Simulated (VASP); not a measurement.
# CdS (Pmmn) in VASP: a series of runs

The runs below take CdS through single point, with PBE.

Program: VASP 6.6.1. These are calculated values, not measurements. Logs are shortened: lines on timing, memory, paths and dates and some standing lists are left out, and cuts for length are marked.

### 1 The crystal as given

Symmetry: Fm-3m, No. 225, cubic system. The conventional cell has a = 5.495 Å, b = 5.495 Å, c = 5.495 Å, α = 90.00°, β = 90.00°, γ = 90.00°. Cd (site symmetry m-3m) has 6 S at 2.75 Å as nearest neighbours. Around S (site symmetry m-3m) lie 6 Cd at 2.75 Å.

The cell comes from a database or a generator and needn't be the stable form of this composition.

### 2 Single point, PBE

INCAR

```
  PREC = Accurate
  ENCUT = 520
  EDIFF = 1E-7
  ISMEAR = 0
  SIGMA = 0.01
  LREAL = False
  LASPH = True
  NELM = 100
  ALGO = Fast
  ISIF = 2
  LWAVE = False
  LCHARG = False
  GGA = PE
  NBANDS = 26
```

KPOINTS

```
regular mesh
0
Gamma
  10 8 10
```

POSCAR

```
CdS
1.0
    3.8855584753      0.0000000000      0.0000000000
    0.0000000000      5.4948840014      0.0000000000
    0.0000000000      0.0000000000      3.8854731512
Cd S
2 2
Direct
    0.5000000000      0.5000000000      0.2499273253
    0.0000000000      0.0000000000      0.7500726747
    0.5000000000      0.0000000000      0.2500244678
    0.0000000000      0.5000000000      0.7499755322
```

Potentials or basis: VASP PAW PBE potentials, release 64 (Cd, S).

On the command line:

```bash
$ cat potpaw_PBE.64/Cd/POTCAR potpaw_PBE.64/S/POTCAR > POTCAR
$ mpirun -np 1 vasp_std > vasp.out
```

OUTCAR:

```text
PREC = Accurate
   ENCUT = 520
   EDIFF = 1E-7
   ISMEAR = 0
   LREAL = False
   LASPH = True
   NELM = 100
   ISIF = 2
   GGA = PE

 ion  position               nearest neighbor table
   1  0.500  0.500  0.250-   4 2.75   4 2.75   3 2.75   3 2.75   4 2.75   4 2.75
   2  0.000  0.000  0.750-   3 2.75   3 2.75   4 2.75   4 2.75   3 2.75   3 2.75
   3  0.500  0.000  0.250-   2 2.75   2 2.75   1 2.75   1 2.75   2 2.75   2 2.75
   4  0.000  0.500  0.750-   1 2.75   1 2.75   2 2.75   2 2.75   1 2.75   1 2.75

  LATTYP: Found a simple orthorhombic cell.
 ALAT       =     3.8854731512
 B/A-ratio  =     1.0000219598
 C/A-ratio  =     1.4142123205

  Lattice vectors:

 A1 = (   0.0000000000,   0.0000000000,   3.8854731512)
 A2 = (   3.8855584753,   0.0000000000,   0.0000000000)
 A3 = (   0.0000000000,   5.4948840014,   0.0000000000)

Analysis of symmetry for initial positions (statically):
=====================================================================
 Subroutine PRICEL returns:
 Original cell was already a primitive cell.

 Routine SETGRP: Setting up the symmetry group for a
 simple orthorhombic supercell.

 Subroutine GETGRP returns: Found  8 space group operations
 (whereof  4 operations were pure point group operations)
 out of a pool of  8 trial point group operations.

The static configuration has the point symmetry C_2v.
 The point group associated with its full space group is D_2h.

Analysis of symmetry for dynamics (positions and initial velocities):
=====================================================================
 Subroutine PRICEL returns:
 Original cell was already a primitive cell.

 Routine SETGRP: Setting up the symmetry group for a
 simple orthorhombic supercell.

 Subroutine GETGRP returns: Found  8 space group operations
 (whereof  4 operations were pure point group operations)
 out of a pool of  8 trial point group operations.

The dynamic configuration has the point symmetry C_2v.
 The point group associated with its full space group is D_2h.

 Subroutine INISYM returns: Found  8 space group operations
 (whereof  4 operations are pure point group operations),
 and found     1 'primitive' translations

----------------------------------------------------------------------------------------

                                     Primitive cell

  volume of cell :      82.9575

  direct lattice vectors                    reciprocal lattice vectors
     3.885558475  0.000000000  0.000000000     0.257363261  0.000000000  0.000000000
     0.000000000  5.494884001  0.000000000     0.000000000  0.181987463  0.000000000
     0.000000000  0.000000000  3.885473151     0.000000000  0.000000000  0.257368913

  length of vectors
     3.885558475  5.494884001  3.885473151     0.257363261  0.181987463  0.257368913

  position of ions in fractional coordinates (direct lattice)
     0.500000000  0.500000000  0.249927325
     0.000000000  0.000000000  0.750072675
     0.500000000  0.000000000  0.250024468
     0.000000000  0.500000000  0.749975532

  ion indices of the primitive-cell ions
   primitive index   ion index
                 1           1
                 2           2
                 3           3
                 4           4

----------------------------------------------------------------------------------------

 KPOINTS: regular mesh

Automatic generation of k-mesh.
 Grid dimensions read from file:
 generate k-points for:   10    8   10

 Generating k-lattice:

  Cartesian coordinates                     Fractional coordinates (reciprocal lattice)
     0.025736326  0.000000000  0.000000000     0.100000000  0.000000000  0.000000000
     0.000000000  0.022748433  0.000000000     0.000000000  0.125000000  0.000000000
     0.000000000  0.000000000  0.025736891     0.000000000  0.000000000  0.100000000

  Length of vectors
     0.025736326  0.022748433  0.025736891

  Shift w.r.t. Gamma in fractional coordinates (k-lattice)
     0.000000000  0.000000000  0.000000000

 Subroutine IBZKPT returns following result:
 ===========================================

 Found    180 irreducible k-points:

 Following reciprocal coordinates:
            Coordinates               Weight
  0.000000  0.000000  0.000000      1.000000
  0.100000  0.000000  0.000000      2.000000
  0.200000  0.000000  0.000000      2.000000
  0.300000  0.000000  0.000000      2.000000
  0.400000  0.000000  0.000000      2.000000
  0.500000  0.000000  0.000000      1.000000
[... 16 lines left out ...]
  0.400000  0.375000  0.000000      4.000000
  0.500000  0.375000  0.000000      2.000000
 [... further k-points ...]
   k-points           NKPTS =    180   k-points in BZ     NKDIM =    180   number of bands    NBANDS=     26
   number of dos      NEDOS =    301   number of ions     NIONS =      4
   total plane-waves  NPLWV =  37800
   dimension x,y,z NGX =    30 NGY =   42 NGZ =   30
   dimension x,y,z NGXF=    60 NGYF=   84 NGZF=   60
   ions per type =               2   2
   NGX,Y,Z   is equivalent  to a cutoff of  12.84, 12.71, 12.84 a.u.
   NGXF,Y,Z  is equivalent  to a cutoff of  25.67, 25.41, 25.67 a.u.
 SYSTEM =  unknown system
   PREC   = accura    normal or accurate (medium, high low for compatibility)
   ISTART =      0    job   : 0-new  1-cont  2-samecut
   ICHARG =      2    charge: 1-file 2-atom 10-const
   ISPIN  =      1    spin polarized calculation?
   LNONCOLLINEAR =      F non collinear calculations
   LSORBIT =      F    spin-orbit coupling
   LASPH  =      T    aspherical Exc in radial PAW
   ENCUT  =  520.0 eV  38.22 Ry    6.18 a.u.   7.22 10.22  7.22*2*pi/ulx,y,z
   NELM   =    100;   NELMIN=  2; NELMDL= -5     # of ELM steps
   EDIFF  = 0.1E-06   stopping-criterion for ELM
   LREAL  =      F    real-space projection
   EDIFFG = 0.1E-05   stopping-criterion for IOM
   NSW    =      0    number of steps for IOM
   IBRION =     -1    ionic relax: 0-MD 1-quasi-New 2-CG
   NFREE  =      0    steps in history (QN), initial steepest desc. (CG)
   ISIF   =      2    stress and relaxation
   ISYM   =      2    0-nonsym 1-usesym 2-fastsym
   POTIM  = 0.5000    time-step for ionic-motion
   TEBEG  =    0.0;   TEEND  =   0.0 temperature during run
   PSTRESS=    0.0 pullay stress
   NELECT =      36.0000    total number of electrons
   NUPDOWN=      -1.0000    fix difference up-down
   EMIN   =  10.00;   EMAX   =-10.00  energy-range for DOS
   EFERMI =   0.00;   METHOD = LEGACY
   ISMEAR =     0;   SIGMA  =   0.01  broadening in eV -4-tet -1-fermi 0-gaus
   EFERMI_NEDOS =   21; number of points for ismear=-14 and -15
   IALGO  =     68    algorithm
   IMIX   =      4    mixing-type and parameters
     AMIX     =   0.40;   BMIX     =  1.00
     AMIX_MAG =   1.60;   BMIX_MAG =  1.00
  volume/ion in A,a.u.               =      20.74       139.96
  Fermi-wavevector in a.u.,A,eV,Ry     =   1.239435  2.342192 20.901253  1.536199
  Thomas-Fermi vector in A             =   2.373918
   LORBIT       =      0    0 simple, 1 ext, 2 COOP (PROOUT), +10 PAW based schemes
   GGA     = PE    functional components
   LHFCALC =     F    Hartree Fock is set to
   AEXX    =    0.0000 exact exchange contribution
   IVDW    =     0    specifies the selected vdW correction
   LEPSILON=     F    determine dielectric tensor
   LRPA    =     F    only Hartree local field effects (RPA)
 non-spin polarized calculation
 RMM-DIIS sequential band-by-band and
 Gauss-broadening in eV      SIGMA  =   0.01
  energy-cutoff  :      520.00
  volume of cell :       82.96
 maximum number of plane-waves:      2251
 NGX is ok and might be reduce to    30
   NGX = 15   NGY = 21   NGZ = 15

 number of electron      36.0000013 magnetization

 Free energy of the ion-electron system (eV)
  ---------------------------------------------------
  ext. energy  EPLUGINS =         0.00000000
  ---------------------------------------------------
  free energy    TOTEN  =       -11.75438903 eV

  energy without entropy =      -11.75438903  energy(sigma->0) =      -11.75438903

 E-fermi :   2.8600     XC(G=0): -10.3346

 val. band max:        2.7814109791   @ k =   0.4000   0.0000   0.0000
 cond. band min:       3.0290010560   @ k =   0.0000   0.0000   0.0000
 fundamental gap:      0.2475900768
 Fermi energy:         2.8600192787

 k-point     1 :       0.0000    0.0000    0.0000
  band No.  band energies     occupation
      1      -9.9288      2.00000
      2      -9.0544      2.00000
      3      -4.9608      2.00000
      4      -4.8099      2.00000
      5      -4.8099      2.00000
      6      -4.8099      2.00000
[... 18 lines left out ...]
     25      12.5536      0.00000
     26      14.0240      0.00000

 k-point     2 :       0.1000    0.0000    0.0000
  band No.  band energies     occupation
      1      -9.8724      2.00000
      2      -9.0282      2.00000
      3      -4.9496      2.00000
      4      -4.8349      2.00000
      5      -4.8238      2.00000
      6      -4.8157      2.00000
[... 18 lines left out ...]
     25      12.3119      0.00000
     26      12.8056      0.00000

 k-point     3 :       0.2000    0.0000    0.0000
  band No.  band energies     occupation
      1      -9.7122      2.00000
      2      -8.9630      2.00000
      3      -4.9253      2.00000
      4      -4.8990      2.00000
      5      -4.8649      2.00000
      6      -4.8300      2.00000
[... 18 lines left out ...]
     25      11.7367      0.00000
     26      12.2416      0.00000

 k-point     4 :       0.3000    0.0000    0.0000
  band No.  band energies     occupation
      1      -9.4764      2.00000
      2      -8.8989      2.00000
      3      -4.9738      2.00000
      4      -4.9274      2.00000
      5      -4.9255      2.00000
      6      -4.9146      2.00000
[... 18 lines left out ...]
     25      10.9950      0.00000
     26      11.0676      0.00000

 k-point     5 :       0.4000    0.0000    0.0000
  band No.  band energies     occupation
      1      -9.2165      2.00000
      2      -8.8956      2.00000
      3      -5.0293      2.00000
      4      -5.0073      2.00000
      5      -4.9806      2.00000
      6      -4.9462      2.00000
[... 18 lines left out ...]
     25      10.0667      0.00000
     26      10.4717      0.00000

 k-point     6 :       0.5000    0.0000    0.0000
  band No.  band energies     occupation
      1      -9.0030      2.00000
      2      -9.0030      2.00000
      3      -5.0434      2.00000
      4      -5.0434      2.00000
      5      -4.9896      2.00000
      6      -4.9896      2.00000
[... 427 lines left out ...]
 k-point    21 :       0.2000    0.3750    0.0000
  band No.  band energies     occupation
      1      -9.3892      2.00000
      2      -9.0815      2.00000
      3      -5.0029      2.00000
      4      -4.9214      2.00000
      5      -4.9063      2.00000
      6      -4.8868      2.00000
[... 18 lines left out ...]
     25      10.5903      0.00000
     26      11.0351      0.00000

 k-point    22 :       0.3000    0.3750    0.0000
  band No.  band energies     occupation
      1      -9.1870      2.00000
      2      -8.9474      2.00000
      3      -5.0383      2.00000
      4      -5.0102      2.00000
      5      -4.9884      2.00000
      6      -4.9576      2.00000
[... 18 lines left out ...]
     25      10.0036      0.00000
     26      10.6081      0.00000

 k-point    23 :       0.4000    0.3750    0.0000
  band No.  band energies     occupation
      1      -8.9839      2.00000
      2      -8.8493      2.00000
      3      -5.0743      2.00000
      4      -5.0683      2.00000
      5      -5.0641      2.00000
      6      -5.0148      2.00000
[... 18 lines left out ...]
     25       9.4585      0.00000
     26      10.5028      0.00000

 k-point    24 :       0.5000    0.3750    0.0000
  band No.  band energies     occupation
      1      -8.8549      2.00000
      2      -8.8549      2.00000
      3      -5.0947      2.00000
      4      -5.0947      2.00000
      5      -5.0720      2.00000
      6      -5.0720      2.00000
[... 18 lines left out ...]
     25      10.0107      0.00000
     26      10.0107      0.00000

 [... further k-points ...]
[... 5 lines left out ...]
  --------------------------------------------------------------------------------------
  -------------------------------------------------------------------------------------
  Total        0.2031829      0.2023322      0.2039221      0.0000000      0.0000000      0.0000000
  in kB        3.9241163      3.9076863      3.9383928      0.0000000      0.0000000      0.0000000
  external PRESSURE =       3.9233985 kB  Pullay stress =       0.0000000 kB

 VOLUME and BASIS-vectors are now :
 -----------------------------------------------------------------------------
  energy-cutoff  :      520.00
  volume of cell :       82.96
      direct lattice vectors                 reciprocal lattice vectors
     3.885558475  0.000000000  0.000000000     0.257363261  0.000000000  0.000000000
     0.000000000  5.494884001  0.000000000     0.000000000  0.181987463  0.000000000
     0.000000000  0.000000000  3.885473151     0.000000000  0.000000000  0.257368913

 POSITION                                       TOTAL-FORCE (eV/Angst)
 -----------------------------------------------------------------------------------
      1.94278      2.74744      0.97109         0.000000      0.000000      0.000433
      0.00000      0.00000      2.91439         0.000000      0.000000     -0.000433
      1.94278      0.00000      0.97146         0.000000      0.000000      0.000163
      0.00000      2.74744      2.91401         0.000000      0.000000     -0.000163
 -----------------------------------------------------------------------------------
    total drift:                                0.000000      0.000000      0.000000

  FREE ENERGIE OF THE ION-ELECTRON SYSTEM (eV)
  ---------------------------------------------------
  free  energy   TOTEN  =       -11.7543890331 eV

  energy  without entropy=      -11.7543890331  energy(sigma->0) =      -11.75438903
```

Wall time 8.6 min (1 thread of AMD EPYC 7R43 (Zen 3), shared host); peak memory 0.39 GiB.

Results:

```
Free energy            : -11.7544 eV
Pressure               : 0.4 GPa
Band gap on the k mesh : 0.25 eV
```

A k mesh can miss the band edges. Expect the measured gap to be larger: semilocal functionals such as PBE lack the derivative discontinuity.

### 3 Single point, PBE

INCAR

```
PREC = Accurate ; ENCUT = 520
EDIFF = 1E-7 ; ISMEAR = 0
SIGMA = 0.03 ; LREAL = False
LASPH = True ; NELM = 100
ALGO = Fast ; ISIF = 2
LWAVE = False ; LCHARG = False
GGA = PE ; NBANDS = 26
```

KPOINTS

```
Automatic mesh
0
Gamma
  10 6 10
```

POSCAR is that of step 2.

Potentials or basis: VASP PAW PBE potentials, release 64 (Cd, S).

On the command line:

```bash
$ cat potpaw_PBE.64/Cd/POTCAR potpaw_PBE.64/S/POTCAR > POTCAR
$ mpirun -np 1 vasp_std > vasp.out
```

It took 3.8 min on 1 thread of Intel Xeon Platinum 8488C (Sapphire Rapids), shared host; peak memory 0.37 GiB.

It converged, with:

| Item | Value |
| --- | --- |
| Free energy | -11.7544 eV |
| Pressure | 0.4 GPa |
| Band gap on the k mesh | 0.25 eV |

Levels at points of the mesh, in eV from the valence-band top:
| k point | band 15 | band 16 | band 17 | band 18 | band 19 | band 20 | band 21 | band 22 |
| --- | --- | --- | --- | --- | --- | --- | --- | --- |
| (0.00, 0.00, 0.00) | -2.08 | -0.72 | -0.72 | -0.72 | 0.25 | 0.85 | 6.06 | 9.23 |
| (0.50, 0.00, 0.00) | -2.26 | -2.26 | -0.14 | -0.14 | 4.42 | 4.42 | 5.40 | 5.40 |
| (0.00, 0.50, 0.00) | -1.36 | -1.36 | -1.36 | -1.36 | 3.02 | 3.02 | 6.55 | 6.55 |
| (0.50, 0.50, 0.00) | -0.01 | -0.01 | -0.01 | -0.01 | 3.53 | 3.53 | 5.92 | 5.92 |
| (0.00, 0.00, 0.50) | -2.26 | -2.26 | -0.15 | -0.14 | 4.42 | 4.42 | 5.40 | 5.40 |
| (0.50, 0.00, 0.50) | -2.08 | -2.08 | -2.08 | -2.08 | 0.25 | 0.25 | 6.06 | 6.06 |
| (0.00, 0.50, 0.50) | -0.01 | -0.01 | -0.01 | -0.01 | 3.52 | 3.52 | 5.92 | 5.92 |
| (0.50, 0.50, 0.50) | -3.14 | -3.14 | -2.81 | -2.81 | 3.37 | 3.37 | 6.70 | 6.70 |

A k mesh can miss the band edges.

(Part 1 of 2 ends here.)
